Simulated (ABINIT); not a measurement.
Crystal: WC (Qusongite).

```
W C
1.0
     2.90650    0.00000    0.00000
    -1.45325    2.51710    0.00000
     0.00000    0.00000    2.83660
W C
1 1
Cartesian
  0.0000 0.0000 0.0000
  1.4533 0.8390 1.4183
```

Base run:

| Property | Result |
| --- | --- |
| Program | ABINIT 10.8.3 (patched build) |
| Functional | PBEsol |
| Potentials or basis | PseudoDojo NC SR PBEsol v0.4 stringent |
| Cutoff | 1116 eV |
| k mesh | 10 × 10 × 9 |
| Occupations | fermi-dirac, width 0.05 eV |
| Spin | no spin polarisation |

Its results: band gap on the k mesh none (metal or under the smearing width); pressure -3.1 GPa.

Problem. The run is repeated on the same cell with these changes: potentials or basis from PseudoDojo NC SR PBEsol v0.4 stringent to JTH PAW PBE v2.0; cutoff from 1116 eV to 544 eV; k mesh from 10 × 10 × 9 to 13 × 13 × 12. What comes out?

Solution. Band gap on the k mesh none (metal or under the smearing width); pressure -2.7 GPa.

Caveats: spin-orbit coupling is left out, which moves the levels of the heavy elements (some runs); the PAW data sets were made with another functional, which shifts forces and pressure a little (some runs).
